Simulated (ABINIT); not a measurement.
# WC (Fm-3m) in ABINIT: notebook

One crystal, WC, is run at these levels: PBEsol, RPBE; tasks: single point.

Everything below comes from runs of ABINIT 10.8.3 (patched build). Logs are shortened: lines on timing, memory, paths and dates and some standing lists are left out, and cuts for length are marked. The log counts tension as positive stress, the text compression.

## (1) Starting point

The structure is cubic, space group Fm-3m (No. 225). Conventional cell: a = 4.385 Å, b = 4.385 Å, c = 4.385 Å, α = 90.00°, β = 90.00°, γ = 90.00°. Around W (site symmetry m-3m) lie 6 C at 2.19 Å. C (site symmetry m-3m) has 6 W at 2.19 Å as nearest neighbours.

Measurements of this composition are mostly on another form, of space group No. 187.

## (2) Single point, PBEsol

Input file run.abi:

```
# Pseudopotentials
pp_dirpath "./"
pseudos "W.GGA_PBE-JTH.xml, C.GGA_PBE-JTH.xml"

# Structure
acell 3*1.0
rprim
     0.0000000000     4.1435722378     4.1435722378
     4.1435722378     0.0000000000     4.1435722378
     4.1435722378     4.1435722378     0.0000000000
ntypat 2
znucl 74 6
natom 2
typat 1 2
xred
     0.0000000000     0.0000000000     0.0000000000
     0.5000000000     0.5000000000     0.5000000000

# Plane-wave basis
ecut 23.0
pawecutdg 45.0
pawxcdev 0

# k points
kptopt 1
ngkpt 10 10 10
nshiftk 1
shiftk 0.0 0.0 0.0

# Exchange and correlation
ixc -116133

# Bands and occupations
nband 13
occopt 3
tsmear 0.05 eV

# SCF cycle
nstep 100
tolvrs 1.0e-9

# Output
iomode 3
prtwf 0
prtden 0
prteig 0
prtebands 0
enunit 2
```

Potentials or basis: JTH PAW PBE v2.0.

Command:

```sh
$ abinit run.abi > log 2>&1
```

run.abo:

```text
.Version 10.8.3 of ABINIT
 Symmetries : space group Fm -3 m (#225); Bravais cF (face-center cubic)
================================================================================
 Values of the parameters that define the memory need of the present run
     intxc =       0    ionmov =       0      iscf =      17    lmnmax =      18
     lnmax =       6     mgfft =      27  mpssoang =       3    mqgrid =    3001
     natom =       2  nloc_mem =       2    nspden =       1   nspinor =       1
    nsppol =       1      nsym =      48    n1xccc =       1    ntypat =       2
    occopt =       3   xclevel =       2
       mpw =         763          nfft =       19683          nkpt =          47
 PAW method is used; the additional fine FFT grid is defined by:
   mgfftf=        36    nfftf =     46656
================================================================================
================================================================================

--------------------------------------------------------------------------------
------------- Echo of variables that govern the present computation ------------
--------------------------------------------------------------------------------
 -outvars: echo values of preprocessed input variables --------
            acell      1.0000000000E+00  1.0000000000E+00  1.0000000000E+00 Bohr
              amu      1.83850000E+02  1.20110000E+01
             ecut      2.30000000E+01 Hartree
           enunit           2
              ixc     -116133
         kptrlatt       10    0    0      0   10    0      0    0   10
          kptrlen      5.85989606E+01
            natom           2
            nband          13
            ngfft          27      27      27
          ngfftdg          36      36      36
             nkpt          47
            nstep         100
             nsym          48
           ntypat           2
           occopt           3
        pawecutdg      4.50000000E+01 Hartree
         pawxcdev           0
           prtden           0
        prtebands           0
           prteig           0
            prtwf           0
            rprim      0.0000000000E+00  4.1435722378E+00  4.1435722378E+00
                       4.1435722378E+00  0.0000000000E+00  4.1435722378E+00
                       4.1435722378E+00  4.1435722378E+00  0.0000000000E+00
          spgroup         225
           tolvrs      1.00000000E-09
           tsmear      1.83746611E-03 Hartree
            typat      1  2
           useylm           1
           xangst      0.0000000000E+00  0.0000000000E+00  0.0000000000E+00
                       2.1926839985E+00  2.1926839985E+00  2.1926839985E+00
            xcart      0.0000000000E+00  0.0000000000E+00  0.0000000000E+00
                       4.1435722378E+00  4.1435722378E+00  4.1435722378E+00
             xred      0.0000000000E+00  0.0000000000E+00  0.0000000000E+00
                       5.0000000000E-01  5.0000000000E-01  5.0000000000E-01
            znucl       74.00000    6.00000

================================================================================

 chkinp: Checking input parameters for consistency.

================================================================================
== DATASET  1 ==================================================================

--- !DatasetInfo
iteration_state: {dtset: 1, }
dimensions: {natom: 2, nkpt: 47, mband: 13, nsppol: 1, nspinor: 1, nspden: 1, mpw: 763, }
cutoff_energies: {ecut:  23.0, pawecutdg:  45.0, }
electrons: {nelect:   1.80000000E+01, charge:   0.00000000E+00, occopt:   3.00000000E+00, tsmear:   1.83746611E-03, }
meta: {optdriver: 0, ionmov: 0, optcell: 0, iscf: 17, paral_kgb: 0, }
...

 Real(R)+Recip(G) space primitive vectors, cartesian coordinates (Bohr,Bohr^-1):
 R(1)=  0.0000000  4.1435722  4.1435722  G(1)= -0.1206688  0.1206688  0.1206688
 R(2)=  4.1435722  0.0000000  4.1435722  G(2)=  0.1206688 -0.1206688  0.1206688
 R(3)=  4.1435722  4.1435722  0.0000000  G(3)=  0.1206688  0.1206688 -0.1206688
 Unit cell volume ucvol=  1.4228357E+02 bohr^3
 Angles (23,13,12)=  6.00000000E+01  6.00000000E+01  6.00000000E+01 degrees

 Coarse grid specifications (used for wave-functions):

 getcut: wavevector=  0.0000  0.0000  0.0000  ngfft=  27  27  27
         ecut(hartree)=     23.000   => boxcut(ratio)=   2.05824

 Fine grid specifications (used for densities):

 getcut: wavevector=  0.0000  0.0000  0.0000  ngfft=  36  36  36
         ecut(hartree)=     45.000   => boxcut(ratio)=   2.03442

--- Pseudopotential description ------------------------------------------------
- pspini: atom type   1  psp file is ./W.GGA_PBE-JTH.xml
 Pseudopotential format is: paw10
 basis_size (lnmax)=  6 (lmn_size= 18), orbitals=   0   0   1   1   2   2
 Spheres core radius: rc_sph= 2.41188978
[... 51 lines left out ...]
  sigma(3 3)=  3.22313705E-04  sigma(2 1)=  0.00000000E+00

--- !ResultsGS
iteration_state: {dtset: 1, }
comment   : Summary of ground state results
lattice_vectors:
- [  0.0000000,   4.1435722,   4.1435722, ]
- [  4.1435722,   0.0000000,   4.1435722, ]
- [  4.1435722,   4.1435722,   0.0000000, ]
lattice_lengths: [   5.85990,    5.85990,    5.85990, ]
lattice_angles: [ 60.000,  60.000,  60.000, ] # degrees, (23, 13, 12)
lattice_volume:   1.4228357E+02
convergence: {deltae:  3.226E-12, res2:  2.592E-10, residm:  3.868E-06, diffor: null, }
etotal    :  -7.48089921E+01
entropy   :   0.00000000E+00
fermie    :   4.12023196E-01
cartesian_stress_tensor: # hartree/bohr^3
- [  3.22313705E-04,   0.00000000E+00,   0.00000000E+00, ]
- [  0.00000000E+00,   3.22313705E-04,   0.00000000E+00, ]
- [  0.00000000E+00,   0.00000000E+00,   3.22313705E-04, ]
pressure_GPa:  -9.4828E+00
xred      :
- [  0.0000E+00,   0.0000E+00,   0.0000E+00,  W]
- [  5.0000E-01,   5.0000E-01,   5.0000E-01,  C]
cartesian_forces: # hartree/bohr
- [ -0.00000000E+00,  -0.00000000E+00,  -0.00000000E+00, ]
- [ -0.00000000E+00,  -0.00000000E+00,  -0.00000000E+00, ]
force_length_stats: {min:   0.00000000E+00, max:   0.00000000E+00, mean:   0.00000000E+00, }
...

 Integrated electronic density in atomic spheres:
 ------------------------------------------------
 Atom  Sphere_radius  Integrated_density
    1        2.41189         11.79551814
    2        1.50737          2.47372635

================================================================================

 ----iterations are completed or convergence reached----

 Mean square residual over all n,k,spin=   84.602E-10; max=  38.676E-07
 reduced coordinates (array xred) for    2 atoms
       0.000000000000      0.000000000000      0.000000000000
       0.500000000000      0.500000000000      0.500000000000
 rms dE/dt=  0.0000E+00; max dE/dt=  0.0000E+00; dE/dt below (all hartree)
    1       0.000000000000      0.000000000000      0.000000000000
    2       0.000000000000      0.000000000000      0.000000000000

 cartesian coordinates (angstrom) at end:
    1      0.00000000000000     0.00000000000000     0.00000000000000
    2      2.19268399848656     2.19268399848656     2.19268399848656

 cartesian forces (hartree/bohr) at end:
    1     -0.00000000000000    -0.00000000000000    -0.00000000000000
    2     -0.00000000000000    -0.00000000000000    -0.00000000000000
 frms,max,avg= 0.0000000E+00 0.0000000E+00   0.000E+00  0.000E+00  0.000E+00 h/b

 cartesian forces (eV/Angstrom) at end:
    1     -0.00000000000000    -0.00000000000000    -0.00000000000000
    2     -0.00000000000000    -0.00000000000000    -0.00000000000000
 frms,max,avg= 0.0000000E+00 0.0000000E+00   0.000E+00  0.000E+00  0.000E+00 e/A
 length scales=  1.000000000000  1.000000000000  1.000000000000 bohr
              =  0.529177210544  0.529177210544  0.529177210544 angstroms
 Fermi (or HOMO) energy (hartree) =   0.41202   Average Vxc (hartree)=  -0.49957
 Eigenvalues (hartree) for nkpt=  47  k points:
 kpt#   1, nband= 13, wtk=  0.00100, kpt=  0.0000  0.0000  0.0000 (reduced coord)
  -2.36077   -1.03718   -1.03718   -1.03718   -0.16992    0.30849    0.30849    0.30849
   0.37302    0.37302    0.37302    0.37438    0.37438
      occupation numbers for kpt#   1
   2.00000    2.00000    2.00000    2.00000    2.00000    2.00000    2.00000    2.00000
   2.00000    2.00000    2.00000    2.00000    2.00000
 prteigrs : prtvol=0 or 1, do not print more k-points.

 Fermi (or HOMO) energy (eV) =  11.21172   Average Vxc (eV)= -13.59405
 Eigenvalues (   eV  ) for nkpt=  47  k points:
 kpt#   1, nband= 13, wtk=  0.00100, kpt=  0.0000  0.0000  0.0000 (reduced coord)
 -64.23975  -28.22316  -28.22316  -28.22316   -4.62386    8.39457    8.39457    8.39457
  10.15037   10.15037   10.15037   10.18736   10.18736
 prteigrs : prtvol=0 or 1, do not print more k-points.

--- !EnergyTerms
iteration_state     : {dtset: 1, }
comment             : Components of total free energy in Hartree
kinetic             :  1.01621657412963E+01
hartree             :  1.05821861588073E+01
xc                  : -9.74575375795713E+00
Ewald energy        : -6.60083123949537E+01
psp_core            :  6.50842939588279E+00
local_psp           : -3.04063668346742E+01
PAW spherical_terms :  4.09889187576239E+00
internal            : -7.48087598158363E+01
'-kT*entropy'       : -2.32604633278363E-04
total_energy        : -7.48089924204696E+01
total_energy_eV     : -2.03565638742606E+03
...

--- !EnergyTermsDC
iteration_state     : {dtset: 1, }
comment             : '"Double-counting" decomposition of free energy'
band_energy         : -9.28584323827024E+00
Ewald energy        : -6.60083123949537E+01
psp_core            :  6.50842939588279E+00
xc_dc               : -1.38126489637035E+01
PAW spherical_terms :  7.78961568799008E+00
internal            : -7.48087595130546E+01
'-kT*entropy'       : -2.32604633278363E-04
total_energy_dc     : -7.48089921176878E+01
total_energy_dc_eV  : -2.03565637918695E+03
...

--- !EnergyTermsWithPAWCore
iteration_state     : {dtset: 1, }
comment             : 'Components of total free energy, including PAW core contributions'
Total energy        : -1.61761907833253E+04
Total energy DC     : -1.61761907830225E+04
Total energy (eV)   : -4.40176575393743E+05
Total energy DC (eV): -4.40176575385504E+05
...

 Cartesian components of stress tensor (hartree/bohr^3)
  sigma(1 1)=  3.22313705E-04  sigma(3 2)=  0.00000000E+00
  sigma(2 2)=  3.22313705E-04  sigma(3 1)=  0.00000000E+00
  sigma(3 3)=  3.22313705E-04  sigma(2 1)=  0.00000000E+00

-Cartesian components of stress tensor (GPa)         [Pressure= -9.4828E+00 GPa]
- sigma(1 1)=  9.48279661E+00  sigma(3 2)=  0.00000000E+00
- sigma(2 2)=  9.48279661E+00  sigma(3 1)=  0.00000000E+00
- sigma(3 3)=  9.48279661E+00  sigma(2 1)=  0.00000000E+00

== END DATASET(S) ==============================================================
================================================================================

 -outvars: echo values of variables after computation  --------
            acell      1.0000000000E+00  1.0000000000E+00  1.0000000000E+00 Bohr
           etotal     -7.4808992118E+01
            fcart     -0.0000000000E+00 -0.0000000000E+00 -0.0000000000E+00
                      -0.0000000000E+00 -0.0000000000E+00 -0.0000000000E+00
            rprim      0.0000000000E+00  4.1435722378E+00  4.1435722378E+00
                       4.1435722378E+00  0.0000000000E+00  4.1435722378E+00
                       4.1435722378E+00  4.1435722378E+00  0.0000000000E+00
           strten      3.2231370549E-04  3.2231370549E-04  3.2231370549E-04
                       0.0000000000E+00  0.0000000000E+00  0.0000000000E+00
           xangst      0.0000000000E+00  0.0000000000E+00  0.0000000000E+00
                       2.1926839985E+00  2.1926839985E+00  2.1926839985E+00
             xred      0.0000000000E+00  0.0000000000E+00  0.0000000000E+00
                       5.0000000000E-01  5.0000000000E-01  5.0000000000E-01
 Calculation completed.
```

Wall time 36 s (1 thread of Arm Neoverse V1, shared host); peak memory 0.11 GiB.

What came out:

```
Free energy                                           : -2035.6564 eV
Pressure                                              : -9.5 GPa
Band gap on the k mesh                                : none (metal or under the smearing width)
Valence electrons inside the program's atomic spheres : W 11.80; C 2.47
```

Levels at points of the mesh, in eV from the Fermi level:
```csv
k point,band 5,band 6,band 7,band 8,band 9,band 10,band 11,band 12,band 13
"(0.00, 0.00, 0.00)",-15.84,-2.82,-2.82,-2.82,-1.06,-1.06,-1.06,-1.02,-1.02
"(0.50, 0.00, 0.00)",-11.19,-9.86,-6.62,-6.62,0.99,0.99,2.27,4.89,8.75
"(0.50, 0.50, 0.00)",-13.58,-5.85,-5.64,-2.52,-2.52,0.80,2.22,2.22,5.34
```

Caveat: the highest band is partly filled, so the run has too few bands; the PAW data sets were made with another functional, which shifts forces and pressure a little.

## (3) Single point, RPBE

Edit run.abi of step 2 so:

```diff
@@ -30,3 +30,3 @@
 # Exchange and correlation
-ixc -116133
+ixc 15
```

Potentials or basis: JTH PAW PBE v2.0.

Command:

```sh
$ abinit run.abi > log 2>&1
```

run.abo:

```text
.Version 10.8.3 of ABINIT
 Symmetries : space group Fm -3 m (#225); Bravais cF (face-center cubic)
================================================================================
 Values of the parameters that define the memory need of the present run
     intxc =       0    ionmov =       0      iscf =      17    lmnmax =      18
     lnmax =       6     mgfft =      27  mpssoang =       3    mqgrid =    3001
     natom =       2  nloc_mem =       2    nspden =       1   nspinor =       1
    nsppol =       1      nsym =      48    n1xccc =       1    ntypat =       2
    occopt =       3   xclevel =       2
       mpw =         763          nfft =       19683          nkpt =          47
 PAW method is used; the additional fine FFT grid is defined by:
   mgfftf=        36    nfftf =     46656
================================================================================
================================================================================

--------------------------------------------------------------------------------
------------- Echo of variables that govern the present computation ------------
--------------------------------------------------------------------------------
 -outvars: echo values of preprocessed input variables --------
            acell      1.0000000000E+00  1.0000000000E+00  1.0000000000E+00 Bohr
              amu      1.83850000E+02  1.20110000E+01
             ecut      2.30000000E+01 Hartree
           enunit           2
              ixc          15
         kptrlatt       10    0    0      0   10    0      0    0   10
          kptrlen      5.85989606E+01
            natom           2
[... 226 lines left out ...]
internal            : -7.46489594315600E+01
'-kT*entropy'       : -2.38916654245659E-04
total_energy_dc     : -7.46491983482142E+01
total_energy_dc_eV  : -2.03130816920610E+03
...

--- !EnergyTermsWithPAWCore
iteration_state     : {dtset: 1, }
comment             : 'Components of total free energy, including PAW core contributions'
Total energy        : -1.61815287591628E+04
Total energy DC     : -1.61815287539287E+04
Total energy (eV)   : -4.40321829116029E+05
Total energy DC (eV): -4.40321828973602E+05
...

 Cartesian components of stress tensor (hartree/bohr^3)
  sigma(1 1)= -1.04146645E-04  sigma(3 2)=  0.00000000E+00
  sigma(2 2)= -1.04146645E-04  sigma(3 1)=  0.00000000E+00
  sigma(3 3)= -1.04146645E-04  sigma(2 1)=  0.00000000E+00

-Cartesian components of stress tensor (GPa)         [Pressure=  3.0641E+00 GPa]
- sigma(1 1)= -3.06410008E+00  sigma(3 2)=  0.00000000E+00
- sigma(2 2)= -3.06410008E+00  sigma(3 1)=  0.00000000E+00
- sigma(3 3)= -3.06410008E+00  sigma(2 1)=  0.00000000E+00

== END DATASET(S) ==============================================================
================================================================================

 -outvars: echo values of variables after computation  --------
            acell      1.0000000000E+00  1.0000000000E+00  1.0000000000E+00 Bohr
           etotal     -7.4649198348E+01
            fcart     -0.0000000000E+00 -0.0000000000E+00 -0.0000000000E+00
                      -0.0000000000E+00 -0.0000000000E+00 -0.0000000000E+00
            rprim      0.0000000000E+00  4.1435722378E+00  4.1435722378E+00
                       4.1435722378E+00  0.0000000000E+00  4.1435722378E+00
                       4.1435722378E+00  4.1435722378E+00  0.0000000000E+00
           strten     -1.0414664478E-04 -1.0414664478E-04 -1.0414664478E-04
                       0.0000000000E+00  0.0000000000E+00  0.0000000000E+00
           xangst      0.0000000000E+00  0.0000000000E+00  0.0000000000E+00
                       2.1926839985E+00  2.1926839985E+00  2.1926839985E+00
             xred      0.0000000000E+00  0.0000000000E+00  0.0000000000E+00
                       5.0000000000E-01  5.0000000000E-01  5.0000000000E-01
 Calculation completed.
```

Run time: 29 s. Hardware: 1 thread of Arm Neoverse V1, shared host; peak memory 0.11 GiB.

What came out:

```
Free energy                                           : -2031.3082 eV
Pressure                                              : 3.1 GPa
Band gap on the k mesh                                : none (metal or under the smearing width)
Valence electrons inside the program's atomic spheres : W 11.77; C 2.49
```

Caveat: the highest band is partly filled, so the run has too few bands; the PAW data sets were made with another functional, which shifts forces and pressure a little.
